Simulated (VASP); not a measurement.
A run of VASP 6.6.1:

File INCAR:

```
PREC = Accurate ; ENCUT = 600
EDIFF = 1E-6 ; ISMEAR = -1
SIGMA = 0.05 ; LREAL = F
LASPH = T ; NELM = 60
ALGO = Normal ; ISIF = 3
LWAVE = F ; LCHARG = F
METAGGA = R2SCAN ; LMIXTAU = T
IBRION = 2 ; NSW = 40
EDIFFG = -0.01 ; PSTRESS = 1300
KPAR = 2
```

KPOINTS

```
regular mesh
0
Gamma
  7 7 10
```

The input POSCAR:

```
SiO2
1.0
    4.1773000000      0.0000000000      0.0000000000
    0.0000000000      4.1773000000      0.0000000000
    0.0000000000      0.0000000000      2.6655000000
O Si
4 2
Direct
    0.3061000000      0.3061000000      0.0000000000
    0.6939000000      0.6939000000      0.0000000000
    0.1939000000      0.8061000000      0.5000000000
    0.8061000000      0.1939000000      0.5000000000
    0.0000000000      0.0000000000      0.0000000000
    0.5000000000      0.5000000000      0.5000000000
```

Potentials or basis: VASP PAW PBE potentials, release 64 (O, Si).

Launch:

```console
$ cat potpaw_PBE.64/O/POTCAR potpaw_PBE.64/Si/POTCAR > POTCAR
$ mpirun -np 2 vasp_std > vasp.out
```

Hardware: 2 MPI ranks on Intel(R) Xeon(R) 6975P-C (Granite Rapids), with other jobs on the host.

Question: How long does it take, and how much memory?

Answer: Wall time 7.2 min on 2 MPI ranks on Intel(R) Xeon(R) 6975P-C (Granite Rapids) (shared host), peak memory 0.21 GiB a rank. Counts: scf iterations 126, k points 60, ion steps 14.
